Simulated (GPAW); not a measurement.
SnSe2, 3 atoms in the cell. Symmetry: P-3m1, No. 164, trigonal system. The conventional cell has a = 3.811 Å, b = 3.811 Å, c = 6.136 Å, α = 90.00°, β = 90.00°, γ = 120.00°. Sn (site symmetry -3m) is surrounded by 6 Se at 2.68 Å. Around Se (site symmetry 3m) lie 3 Sn at 2.68 Å. 

- Program: GPAW 26.7.0
- Task: dielectric tensor
- Functional: GLLB-SC
- Potentials or basis: the program's PAW data sets (release 1.2.1) made for this functional
- Cutoff: 500 eV
- Basis: pw
- k mesh: 7 × 7 × 4
- Occupations: fermi-dirac, width 0.001 eV
- Spin: no spin polarisation
- Response ecut: 80 eV
- Maxiter: 150
- Response k mesh: 14 × 14 × 8
- Response bands: 43
- Kernels: ["RPA"]
- Coarser k mesh: 14 × 14 × 8

Potentials or basis: the program's PAW data sets (release 1.2.1) made for this functional, pw.

Command:

```sh
$ OMP_NUM_THREADS=1 python run.py
```

Hardware: 1 thread of Arm Neoverse V1 (shared host).

**Question.** How long does it take, and how much memory?

**Answer.** Wall time 5 min on 1 thread of Arm Neoverse V1, on a shared host, peak memory 0.64 GiB. Counts: scf iterations 33.
